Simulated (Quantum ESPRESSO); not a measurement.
# Ge under changes of volume

One of the cells (39.048 Å³/atom); the others are scaled copies at fixed shape and fractional positions:

```xyz
4
Lattice="4.0504 0.0000 0.0000 -2.0252 3.5078 0.0000 0.0000 0.0000 10.9934" Properties=species:S:1:pos:R:3 pbc="T T T"
Ge    2.0252    1.1693    4.5606
Ge    0.0000    2.3385   10.0573
Ge    0.0000    0.0000    5.2488
Ge    0.0000    0.0000   10.7455
```

This isn't the form of Ge at room conditions, which is diamond.

- Program: Quantum ESPRESSO 7.5
- Functional: r2SCAN
- Potentials or basis: SG15 PBE 1.2
- Cutoff: 952 eV
- Density cutoff: 3810 eV
- k mesh: 3 × 3 × 1
- Occupations: fermi-dirac, width 0.05 eV
- Spin: no spin polarisation

```tsv
volume (Å³/atom)	energy over the lowest point (meV/atom)	pressure (GPa)	largest force (eV/Å)
36.705	0.00	-0.2	0.109
37.486	2.52	-0.8	0.137
38.267	?	?	?
39.048	15.99	-1.9	0.183
39.829	26.21	-2.3	0.206
40.610	38.39	-2.6	0.234
41.391	52.23	-2.9	0.290
```

Question: What does the run at 38.267 Å³/atom give?

Answer: Energy over the lowest point 7.98 meV/atom; pressure -1.4 GPa; largest force 0.161 eV/Å.

Worked out: A Birch-Murnaghan fit of order 3 (a polynomial in V^(-2/3)) to the other rows has its minimum at 36.49 Å³/atom, just outside them, with B0 = V·E''(V) = 33 GPa and B' = 5.4 at fixed shape and positions, which overstates the stiffness. It gives 7.98 meV/atom at 38.267 Å³/atom, against the run's 7.98, and -dE/dV = -1.4 GPa, against -1.4.

Energies are extrapolated to zero smearing.

Caveats: all runs use coarse meshes; the potentials were made for another functional, which shifts forces and pressure.
